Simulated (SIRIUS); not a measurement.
**Moving the dispersion correction in Hf**

Symmetry: P6_3/mmc, No. 194, hexagonal system. The conventional cell has a = 3.197 Å, b = 3.197 Å, c = 5.058 Å, α = 90.00°, β = 90.00°, γ = 120.00°. Around Hf (site symmetry -6m2) lie 12 Hf at 3.13 to 3.20 Å.

Kept alike: task equation of state; functional PBE; k mesh 10 × 10 × 5; occupations fermi-dirac, width 0.05 eV; no spin polarisation. Program: SIRIUS, all-electron FP-LAPW, apw+lo standard, cutoff 164 eV. The mesh is that of the run's cell of 2 atoms. No spin-orbit coupling.

| dispersion correction | volume (Å³/atom) | bulk modulus (GPa) |
| --- | --- | --- |
| D3(zero) | 21.767 | 110.5 |
| D3(BJ) | 21.803 | 111.7 |
| D4 | 22.184 | 109.3 |
| none | 22.495 | 107.2 |

For a metal such a mesh leaves the last digits unconverged. Volume and modulus come from cells scaled at fixed shape and fractions; off cubic symmetry such a modulus can lie above the relaxed one.

The volume runs from 21.767 (D3(zero)) to 22.495 Å³/atom (none). Against no correction: D3(zero) -3.2 %; D3(BJ) -3.1 %; D4 -1.4 %. Dispersion terms mostly attract and so lower the volume; the schemes' coefficients and damping set how far. The bulk modulus runs from 107.2 (none) to 111.7 GPa (D3(BJ)).
